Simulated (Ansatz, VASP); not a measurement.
# Cs in VASP and in Ansatz

The input INCAR:

```
ALGO = Normal
EDIFF = 1E-6
ENCUT = 520
GGA = PS
ISIF = 2
ISMEAR = 0
LASPH = True
LCHARG = False
LREAL = False
LWAVE = False
NBANDS = 10
NELM = 100
PREC = Accurate
SIGMA = 0.1
```

Contents of KPOINTS:

```
k-points
0
Gamma
  10 10 10
```

POSCAR

```
Cs
1.0
   -3.0349253717      3.0349253717      3.0349253717
    3.0349253717     -3.0349253717      3.0349253717
    3.0349253717      3.0349253717     -3.0349253717
Cs
1
Direct
    0.0000000000      0.0000000000      0.0000000000
```

Input for Ansatz:

```yaml
crystal:
  lattice:
    - [-3.0349253717, 3.0349253717, 3.0349253717]
    - [3.0349253717, -3.0349253717, 3.0349253717]
    - [3.0349253717, 3.0349253717, -3.0349253717]
  atoms:
    - { symbol: Cs, position: [0.0, 0.0, 0.0] }
basis:
  ecutwfc: 420
kpoints:
  mp_grid: { grid: [10, 10, 10] }
hamiltonian:
  xc: pbesol
scf:
  occupations: { method: gaussian, width: 0.1 }
output:
  forces: true
  stress: true
  eigenvalues: true
```

Alike in both runs: task single point; functional PBEsol; k mesh 10 × 10 × 10; occupations gaussian, width 0.1 eV; no spin polarisation.

|  | VASP | Ansatz |
| --- | --- | --- |
| version | VASP 6.6.1 | Ansatz 0.2.0 |
| potentials or method | VASP PAW PBE potentials, release 64 (Cs_sv) | scalar-relativistic, plane waves, PAW |
| plane-wave cutoff (eV) | 520 | 420 |
| valence electrons in the cell | 9 | 9 |

|  | VASP | Ansatz | Ansatz less VASP |
| --- | --- | --- | --- |
| gap on the k mesh at the Fermi level (eV) | none | none | - |
| pressure (GPa) | -0.1 | -0.1 | +0.01 |

A gap of «none» marks a metal or a gap that the smearing closes.

Caveats: the PAW data sets were made with another functional, which shifts forces and pressure a little (VASP). The runs have no spin-orbit coupling, so splittings on Cs are missing.
